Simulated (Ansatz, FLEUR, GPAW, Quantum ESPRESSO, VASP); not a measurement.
InPd: bulk modulus by level of theory

```
CELL_PARAMETERS angstrom
3.27188 0.00000 0.00000
0.00000 3.27188 0.00000
0.00000 0.00000 3.27188
ATOMIC_POSITIONS crystal
In 0.00000 0.00000 0.00000
Pd 0.50000 0.50000 0.50000
```

The cell comes from a database or a generator and needn't be the stable form of this composition.

| rung | level | program and potentials | cutoff (eV) | k mesh | smearing | bulk modulus (GPa) | notes |
| --- | --- | --- | --- | --- | --- | --- | --- |
| LDA | LDA | Ansatz, all-electron LAPW, scalar-relativistic | - | 8 × 8 × 8 | fermi-dirac 0.05 | 155.8 | - |
| GGA | AM05 | FLEUR, all-electron, FLAPW | - | 8 × 8 × 8 | fermi-dirac 0.05 | 137.6 | fit through 5 volumes |
| GGA | PBE | Ansatz, Ansatz PAW (earlier soft set) | 420 | 8 × 8 × 8 | fermi-dirac 0.05 | 114.6 | - |
| GGA | PBE | Ansatz, all-electron LAPW, scalar-relativistic | - | 8 × 8 × 8 | fermi-dirac 0.05 | 114.5 | - |
| GGA | PBE | GPAW, GPAW PAW data sets (gpaw-data 1.2.1) | 600 | 8 × 8 × 8 | fermi-dirac 0.05 | 115.1 | - |
| GGA | PBE | Quantum ESPRESSO, SSSP 1.3 efficiency PBE | 816 | 8 × 8 × 8 | fermi-dirac 0.05 | (a) | - |
| GGA | PBE | VASP, PBE PAW files In_d, Pd, 520 eV | 520 | 8 × 8 × 8 | fermi-dirac 0.05 | 114.5 | - |
| GGA | PBEsol | Ansatz, all-electron LAPW, scalar-relativistic | - | 8 × 8 × 8 | fermi-dirac 0.05 | 138.2 | - |
| GGA | PBEsol | VASP, PBE PAW files In_d, Pd, 520 eV | 520 | 8 × 8 × 8 | fermi-dirac 0.05 | 138.2 | potentials made for PBE |
| meta-GGA | r2SCAN | VASP, PBE PAW files In_d, Pd, 520 eV | 520 | 8 × 8 × 8 | fermi-dirac 0.05 | 133.9 | potentials made for PBE; fit through 5 volumes |

Task: equation of state. All rows: no spin polarisation. Smearing widths are in eV. For a metal such meshes aren't converged. Meshes are those of the run's cell of 2 atoms unless a note names another. Runs on faulty files, with rough fits or with known faults for this quantity aren't shown. No row holds spin-orbit coupling.

Question: Estimate the value left out from the other rows.

Answer: (a) 114.4 GPa.
